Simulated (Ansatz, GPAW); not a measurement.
Given: the input of a run of GPAW 26.7.0 (ASE script) on W (Tungsten). 

The input run.py:

```python
from ase import Atoms
from ase.dft.bandgap import bandgap
from ase.io import write
from ase.units import GPa
from gpaw import GPAW, PW

atoms = Atoms(['W'],
              cell=[[-1.582345, 1.582345, 1.582345],
                    [1.582345, -1.582345, 1.582345],
                    [1.582345, 1.582345, -1.582345]],
              scaled_positions=[[0.0, 0.0, 0.0]],
              pbc=True)

calc = GPAW(mode=PW(600),
            xc='PBE',
            kpts={'size': (12, 12, 12), 'gamma': True},
            occupations={'name': 'methfessel-paxton', 'order': 0, 'width': 0.024},
            nbands=16,
            convergence={'density': 1e-05, 'energy': 1e-05},
            maxiter=150,
            txt='gpaw.txt')
atoms.calc = calc
energy = atoms.get_potential_energy()
forces = atoms.get_forces()
stress = atoms.get_stress()
calc.write('gs.gpw')
write('result.traj', atoms)
print(f'Energy: {energy:.6f} eV')
print('Forces (eV/A):')
print(forces.round(4))
print('Stress (GPa):', (stress / GPa).round(3))
print('Fermi level:', round(calc.get_fermi_level(), 4), 'eV')
print(f'Gap: {bandgap(calc)[0]:.4f} eV, direct: {bandgap(calc, direct=True)[0]:.4f} eV')
```

Potentials or basis: GPAW PAW data sets (gpaw-data 1.2.1), pw.

Launch:

```console
$ OMP_NUM_THREADS=1 python run.py
```

Task: What does the same run look like in Ansatz 0.2.0? Potentials or basis there: all-electron LAPW, scalar-relativistic.

Result: As run (cutoffs and basis follow the program's own potentials, and thresholds, step limits or extra output files can differ):

File input.yaml:

```yaml
crystal:
  lattice:
    - [-1.582345, 1.582345, 1.582345]
    - [1.582345, -1.582345, 1.582345]
    - [1.582345, 1.582345, -1.582345]
  atoms:
    - { symbol: W, position: [0.0, 0.0, 0.0] }
kpoints:
  mp_grid: { grid: [12, 12, 12] }
scf:
  occupations: { method: gaussian, width: 0.024 }
hamiltonian:
  xc: pbe
  pseudopotentials: { kind: all_electron, lapw: { basis_error: 0.001 } }
output:
  forces: true
  stress: true
  eigenvalues: true
```

Potentials or basis: all-electron LAPW, scalar-relativistic.

Launch:

```bash
$ ansatz run input.yaml --threads 1 --pin off --max-ram 3072MiB --backend cpu --events-out ev --progress --plain --runs-dir out
```

Both were run:

|  | GPAW | Ansatz |
| --- | --- | --- |
| Pressure | 5.8 GPa | 6.1 GPa |

Where Ansatz's input types no cutoff or centring, it takes its own default and a Γ-centred mesh.

Pressure is positive in compression.
